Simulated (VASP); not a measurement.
Wanted: the native input for a VASP 6.6.1 run.

```
Task                   : band structure
Functional             : r2SCAN
Potentials or basis    : VASP PAW PBE potentials, release 64 (Se)
Cutoff                 : 520 eV
k mesh                 : 8 × 8 × 6
Occupations            : gaussian, width 0.02 eV
Spin                   : no spin polarisation
Further INCAR settings : ALGO = Normal; EDIFF = 1e-07; NBANDS = 16
```

The structure of Se lies in POSCAR:

```
Se
1.0
    4.3551700000      0.0000000000      0.0000000000
   -2.1775850000      3.7716878578      0.0000000000
    0.0000000000      0.0000000000      4.9494500000
Se
3
Direct
    0.7830000000      0.7830000000      0.5000000000
    0.0000000000      0.2170000000      0.8333333333
    0.2170000000      0.0000000000      0.1666666667
```

The input as run:

INCAR

```
SYSTEM = Se
ALGO = Normal
EDIFF = 1E-7
ENCUT = 520
ISIF = 2
ISMEAR = 0
LASPH = .TRUE.
LCHARG = .FALSE.
LMIXTAU = .TRUE.
LREAL = .FALSE.
LWAVE = .FALSE.
METAGGA = R2SCAN
NBANDS = 16
NELM = 60
PREC = Accurate
SIGMA = 0.02
```

KPOINTS

```
k-points
0
G
  8 8 6
  0 0 0
```

KPOINTS_OPT

```
path GMKGALHA,LM,KH
10
line-mode
reciprocal
 0.0000000000  0.0000000000  0.0000000000  G
 0.5000000000  0.0000000000  0.0000000000  M

 0.5000000000  0.0000000000  0.0000000000  M
 0.3333333333  0.3333333333  0.0000000000  K

 0.3333333333  0.3333333333  0.0000000000  K
 0.0000000000  0.0000000000  0.0000000000  G

 0.0000000000  0.0000000000  0.0000000000  G
 0.0000000000  0.0000000000  0.5000000000  A

 0.0000000000  0.0000000000  0.5000000000  A
 0.5000000000  0.0000000000  0.5000000000  L

 0.5000000000  0.0000000000  0.5000000000  L
 0.3333333333  0.3333333333  0.5000000000  H

 0.3333333333  0.3333333333  0.5000000000  H
 0.0000000000  0.0000000000  0.5000000000  A

 0.5000000000  0.0000000000  0.5000000000  L
 0.5000000000  0.0000000000  0.0000000000  M

 0.3333333333  0.3333333333  0.0000000000  K
 0.3333333333  0.3333333333  0.5000000000  H
```

Potentials or basis: VASP PAW PBE potentials, release 64 (Se).

Launch:

```sh
$ cat potpaw_PBE.64/Se/POTCAR > POTCAR
$ mpirun -np 1 vasp_std > vasp.out
```

It gave:

| Property | Result |
| --- | --- |
| Pressure | 4.0 GPa |
| Largest force | 0.814 eV/Å |
| Band gap on the k mesh | 1.33 eV, indirect (least direct gap 1.42 eV) |
| Band gap along the path | 1.21 eV, indirect (least direct gap 1.41 eV) |

Caveat: the PAW data sets were made with another functional, which shifts forces and pressure a little; the mesh misses the band edges, which the band path finds closer together.

Run time: 5.1 min on 1 thread of Intel(R) Xeon(R) Platinum 8259CL CPU @ 2.50GHz (Skylake/Cascade Lake), on a shared host, peak memory 0.25 GiB.
